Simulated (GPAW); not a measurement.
# Ag2O (Pn-3m) in GPAW: reference runs

How does Ag2O come out in PBEsol? The cell is run as given.

Everything below comes from runs of GPAW 26.7.0. Logs are shortened: lines on timing, memory, paths and dates and some standing lists are left out, and cuts for length are marked. The log counts tension as positive stress, the text compression.

## Step 1: The structure

The structure is cubic, space group Pn-3m (No. 224). Conventional cell: a = 4.718 Å, b = 4.718 Å, c = 4.718 Å, α = 90.00°, β = 90.00°, γ = 90.00°. Around Ag (site symmetry -3m) lie 2 O at 2.04 Å. O (site symmetry -43m) has 4 Ag at 2.04 Å as nearest neighbours.

## Step 2: Single point, PBEsol

The input, run.py:

```python
from ase import Atoms
from ase.dft.bandgap import bandgap
from ase.io import write
from ase.units import Bohr, GPa
from gpaw import GPAW, PW, setup_paths
from gpaw.elf import elf_from_dft_calculation

setup_paths.insert(0, '.')

atoms = Atoms(['Ag', 'Ag', 'Ag', 'Ag', 'O', 'O'],
              cell=[[4.718, 0.0, 0.0],
                    [0.0, 4.718, 0.0],
                    [0.0, 0.0, 4.718]],
              scaled_positions=[[0.75, 0.25, 0.75],
                                [0.75, 0.75, 0.25],
                                [0.25, 0.75, 0.75],
                                [0.25, 0.25, 0.25],
                                [0.5, 0.5, 0.5],
                                [0.0, 0.0, 0.0]],
              pbc=True)

calc = GPAW(mode=PW(800),
            xc='PBEsol',
            kpts={'size': (6, 6, 6), 'gamma': True},
            occupations={'name': 'fermi-dirac', 'width': 0.05},
            nbands=66,
            convergence={'density': 1e-05, 'energy': 1e-05},
            maxiter=150,
            txt='gpaw.txt')
atoms.calc = calc
energy = atoms.get_potential_energy()
forces = atoms.get_forces()
stress = atoms.get_stress()
calc.write('gs.gpw')
write('result.traj', atoms)
print(f'Energy: {energy:.6f} eV')
print('Forces (eV/A):')
print(forces.round(4))
print('Stress (GPa):', (stress / GPa).round(3))
print('Fermi level:', round(calc.get_fermi_level(), 4), 'eV')
print(f'Gap: {bandgap(calc)[0]:.4f} eV, direct: {bandgap(calc, direct=True)[0]:.4f} eV')

# fields on the real-space grid
write('density.cube', atoms, data=calc.get_pseudo_density() * Bohr**3)
write('potential.cube', atoms, data=calc.get_electrostatic_potential())
write('elf.cube', atoms, data=elf_from_dft_calculation(calc).data)
```

Potentials or basis: PAW data sets generated in the run's folder for this functional, pw.

Launch:

```sh
> gpaw-setup -f PBEsol Ag O
> OMP_NUM_THREADS=1 python run.py
```

gpaw.txt:

```text
__  _  _
 | _ |_)|_||  |
 |__||  | ||/\| - 26.7.0

Input parameters:
  mode=PW(ecut=800.0),
  convergence={'density': 1e-05, 'energy': 1e-05},
  kpts=MonkhorstPack(size=(6, 6, 6), gamma=True),
  maxiter=150,
  nbands=66,
  occupations=Occupations(name='fermi-dirac', width=0.05),
  xc=XC(name='PBEsol')

Diagonalizing LCAO Hamiltonian
Converting LCAO to pw mode
    .-----------.
   /|           |
  / | Ag        |
 *  |           |
 |  |      Ag   |
 |  |    O  Ag  |
 |  .-----------.
 | / Ag        /
 |/           /
 O-----------*

Atoms  # Å, Bohr magnetons
|   | symbol |        x |        y |        z |    initial magnetic moments |
|---|--------|----------|----------|----------|-----------------------------|
| 0 |     Ag | 3.538500 | 1.179500 | 3.538500 | ( 0.0000,  0.0000,  0.0000) |
| 1 |     Ag | 3.538500 | 3.538500 | 1.179500 | ( 0.0000,  0.0000,  0.0000) |
| 2 |     Ag | 1.179500 | 3.538500 | 3.538500 | ( 0.0000,  0.0000,  0.0000) |
| 3 |     Ag | 1.179500 | 1.179500 | 1.179500 | ( 0.0000,  0.0000,  0.0000) |
| 4 |      O | 2.359000 | 2.359000 | 2.359000 | ( 0.0000,  0.0000,  0.0000) |
| 5 |      O | 0.000000 | 0.000000 | 0.000000 | ( 0.0000,  0.0000,  0.0000) |

Unit cell  # Å
| periodic |        x |        y |        z |  lengths |    angles |
|----------|----------|----------|----------|----------|-----------|
|      yes | 4.718000 | 0.000000 | 0.000000 | 4.718000 | 90.000000 |
|      yes | 0.000000 | 4.718000 | 0.000000 | 4.718000 | 90.000000 |
|      yes | 0.000000 | 0.000000 | 4.718000 | 4.718000 | 90.000000 |

Number of symmetries: 24
Symmetry operations  # r_c * U_cc + t_c -> r_c
|    | kind |            matrix            |
|----|------|------------------------------|
|  0 |  E   |  1, 0, 0,  0, 1, 0,  0, 0, 1 |
|  1 |  σ   |  1, 0, 0,  0, 0, 1,  0, 1, 0 |
|  2 |  σ   |  1, 0, 0,  0, 0,-1,  0,-1, 0 |
|  3 |  C2  |  1, 0, 0,  0,-1, 0,  0, 0,-1 |
|  4 |  σ   |  0, 1, 0,  1, 0, 0,  0, 0, 1 |
|  5 |  C3  |  0, 1, 0,  0, 0, 1,  1, 0, 0 |
|  6 |  C3  |  0, 1, 0,  0, 0,-1, -1, 0, 0 |
|  7 |  S4  |  0, 1, 0, -1, 0, 0,  0, 0,-1 |
|  8 |  C3  |  0, 0, 1,  1, 0, 0,  0, 1, 0 |
|  9 |  σ   |  0, 0, 1,  0, 1, 0,  1, 0, 0 |
| 10 |  S4  |  0, 0, 1,  0,-1, 0, -1, 0, 0 |
| 11 |  C3  |  0, 0, 1, -1, 0, 0,  0,-1, 0 |
| 12 |  C3  |  0, 0,-1,  1, 0, 0,  0,-1, 0 |
| 13 |  σ   |  0, 0,-1,  0, 1, 0, -1, 0, 0 |
| 14 |  S4  |  0, 0,-1,  0,-1, 0,  1, 0, 0 |
| 15 |  C3  |  0, 0,-1, -1, 0, 0,  0, 1, 0 |
| 16 |  S4  |  0,-1, 0,  1, 0, 0,  0, 0,-1 |
| 17 |  C3  |  0,-1, 0,  0, 0, 1, -1, 0, 0 |
| 18 |  C3  |  0,-1, 0,  0, 0,-1,  1, 0, 0 |
| 19 |  σ   |  0,-1, 0, -1, 0, 0,  0, 0, 1 |
| 20 |  C2  | -1, 0, 0,  0, 1, 0,  0, 0,-1 |
| 21 |  S4  | -1, 0, 0,  0, 0, 1,  0,-1, 0 |
| 22 |  S4  | -1, 0, 0,  0, 0,-1,  0, 1, 0 |
| 23 |  C2  | -1, 0, 0,  0,-1, 0,  0, 0, 1 |

BZ-sampling:
  Number of BZ points: 216
  Number of IBZ points: 20

  Monkhorst-Pack size: [6, 6, 6]
  Monkhorst-Pack shift: [0.08333333333333333, 0.08333333333333333, 0.08333333333333333]

K-points  # in reciprocal-cell coordinates
|     |                                coordinates |     weight |
|-----|--------------------------------------------|------------|
|   0 | (  0.00000000,   0.00000000,   0.00000000) | 0.00462963 |
|   1 | (  0.16666667,   0.00000000,   0.00000000) | 0.02777778 |
|   2 | (  0.16666667,   0.16666667,   0.00000000) | 0.05555556 |
|   3 | (  0.16666667,   0.16666667,   0.16666667) | 0.03703704 |
|   4 | (  0.33333333,   0.00000000,   0.00000000) | 0.02777778 |
|   5 | (  0.33333333,   0.16666667,   0.00000000) | 0.11111111 |
|   6 | (  0.33333333,   0.16666667,   0.16666667) | 0.11111111 |
|   7 | (  0.33333333,   0.33333333,   0.00000000) | 0.05555556 |
|   8 | (  0.33333333,   0.33333333,   0.16666667) | 0.11111111 |
|   9 | (  0.33333333,   0.33333333,   0.33333333) | 0.03703704 |
| ... |                                            |            |
|  19 | (  0.50000000,   0.50000000,   0.50000000) | 0.00462963 |

Plane wave coefficients: 5449
Cutoff: 800.0 eV

Spin-components: 1 (collinear spins)
Bands:           66
Projectors:      34
Spin-degeneracy: 2
Datatype:        complex128

Parallelization:
  kpt:    1
  domain: 1
  band:   1

Density:
  Valence electrons: 80.0
  Components: 1
  Grid points: [32 32 32]
  Charge: 0.0  # |e|

Potential:
  Grid points: [32 32 32]

species:
  Ag:
    name:    Silver
    Z:       47.0
    valence: 17
    core:    30
    charge:  0.0  # [|e|]
    compensation charges:
      type: gauss
      rc: 0.40  # [Å]
      lmax: 2
    cutoffs:
      filter: 2.35  # [Å]
      core: 2.19  # [Å]
    projectors
    | kind |    occ | energy [eV] | rcut [Å] |
    |------|--------|-------------|----------|
    |   5s |  1.000 |      -4.417 |    1.286 |
    |   4p |  6.000 |     -58.524 |    1.328 |
    |   5p |  0.000 |      -0.670 |    1.328 |
    |   4d | 10.000 |      -7.455 |    1.180 |
    |    s |        |      22.795 |    1.286 |
    |    d |        |      19.756 |    1.180 |

    Using partial waves for Ag as LCAO basis

  O:
    name:    Oxygen
    Z:       8.0
    valence: 6
    core:    2
    charge:  0.0  # [|e|]
    compensation charges:
      type: gauss
      rc: 0.21  # [Å]
      lmax: 2
    cutoffs:
      filter: 1.17  # [Å]
      core: 0.83  # [Å]
    projectors
    | kind |    occ | energy [eV] | rcut [Å] |
    |------|--------|-------------|----------|
    |   2s |  2.000 |     -23.808 |    0.688 |
    |   2p |  4.000 |      -8.972 |    0.598 |
    |    s |        |       3.404 |    0.688 |
    |    p |        |      18.239 |    0.598 |
    |    d |        |       0.000 |    0.619 |

    Using partial waves for O as LCAO basis

Reference energy: -582183.804181  # eV

eigensolver:
  PPCG
  Converge bands: occupied
  niter=2

density mixing:
  MSR1-Mixer
  Pratt-step length: 0.05
  Maximum mixing coefficient: 0.75
  Old densities: 10
  SVD Regularization: 0.005
  Good broyden scale: 1.0
  Trust region scale: 1.0
  Backstep threshold: 4.0
  History deletion threshold: 6.0
  Fourier metric: weight=20.0, sigma=0.015

occupation numbers:
  Fermi-Dirac:
    width: 0.0500  # eV

poisson solver:
  ecut: 6400.0  # eV

xc functional:
  name: PBEsol with 2 nearest neighbor stencil

convergence criteria:
- Maximum integral of absolute [dens]ity change: 1e-05 electrons / valence electron
- Maximum [total energy] change in last 3 cyles: 1e-05 eV / valence electron
- Maximum integral of absolute [eigenst]ate change: 4e-08 eV^2 / valence electron
maximum number of iterations: 150

SCF iterations
|iter     | |      energy | eigst |  dens |
|---------|-|-------------|-------|-------|
|iter:   1| |  -28.564239 | +0.06 |       |
|iter:   2| |  -27.389383 | -2.00 | -1.28 |
|iter:   3| |  -24.963209 | -1.51 | -1.34 |
|iter:   4| |  -24.898682 | -3.16 | -1.88 |
|iter:   5| |  -24.882846 | -3.52 | -2.13 |
|iter:   6| |  -24.881872 | -4.63 | -2.93 |
|iter:   7| |  -24.881703 | -5.55 | -3.31 |
|iter:   8| |  -24.881721c| -6.27 | -3.76 |
|iter:   9| |  -24.881710c| -6.85 | -4.11 |
|iter:  10| |  -24.881710c| -7.46c| -4.63 |
|iter:  11| |  -24.881711c| -7.74c| -5.05c|

Converged in 11 steps
Energy contributions relative to reference atoms: (reference = -582183.804181)

Energy contributions:
  Kinetic:          20.225814
  Coulomb:         -25.311501
  Zero:              0.755253
  External:          0.000000
  Xc:              -20.550285
  Entropy:          -0.001982
  Spinorbit:         0.000000
  ----------------------------
  Free energy:     -24.882702
  Extrapolated:    -24.881711

dipole moment: (-13.243794, -13.243794, -13.243794)  # |e|*Ang

Fermi level: 4.766
Eigenvalues  # (at kpt = [0.000, 0.000, 0.000])
| band index |      eig [eV] | occ [0-2] |
|------------|---------------|-----------|
|          0 |       -49.929 |     2.000 |
|        ... |               |           |
|         33 |         1.876 |     2.000 |
|         34 |         2.059 |     2.000 |
|         35 |         2.059 |     2.000 |
|         36 |         2.059 |     2.000 |
|         37 |         4.670 |     1.746 |
|         38 |         4.684 |     1.680 |
[... 8 lines left out ...]
|         47 |        13.289 |     0.000 |
|         48 |        13.289 |     0.000 |
|        ... |               |           |
|         65 |        25.832 |     0.000 |

No gap
No difference between direct/indirect transitions

Forces  # eV/Ang
|        x |        y |        z |
|----------|----------|----------|
| -0.00001 |  0.00001 | -0.00001 |  # Ag   0
| -0.00001 | -0.00001 |  0.00001 |  # Ag   1
|  0.00001 | -0.00001 | -0.00001 |  # Ag   2
|  0.00001 |  0.00001 |  0.00001 |  # Ag   3
|  0.00000 | -0.00000 |  0.00000 |  # O    4
|  0.00000 |  0.00000 | -0.00000 |  # O    5

Stress tensor  # eV/Ang^3
|         x |         y |         z |
|-----------|-----------|-----------|
|  0.003195 |  0.000000 | -0.000000 |
|  0.000000 |  0.003195 | -0.000000 |
| -0.000000 | -0.000000 |  0.003195 |

# Writing to gs.gpw (mode='')
```

Wall time 61 s (1 thread of Intel Xeon 6975P-C (Granite Rapids), shared host); peak memory 0.35 GiB.

Results:

* Free energy: -24.8827 eV
* Pressure: -0.5 GPa
* Band gap on the k mesh: none (metal or under the smearing width)

Levels at points of the mesh, in eV from the Fermi level:
```tsv
k point	band 38	band 39	band 40	band 41	band 42	band 43
(0.00, 0.00, 0.00)	-0.10	-0.08	-0.08	-0.08	1.78	1.78
(0.50, 0.00, 0.00)	-1.73	-0.57	-0.57	1.94	1.94	4.55
(0.50, 0.50, 0.00)	-1.75	-0.93	-0.93	1.91	1.91	3.59
(0.50, 0.50, 0.50)	-0.79	-0.79	-0.79	2.33	2.33	2.33
```
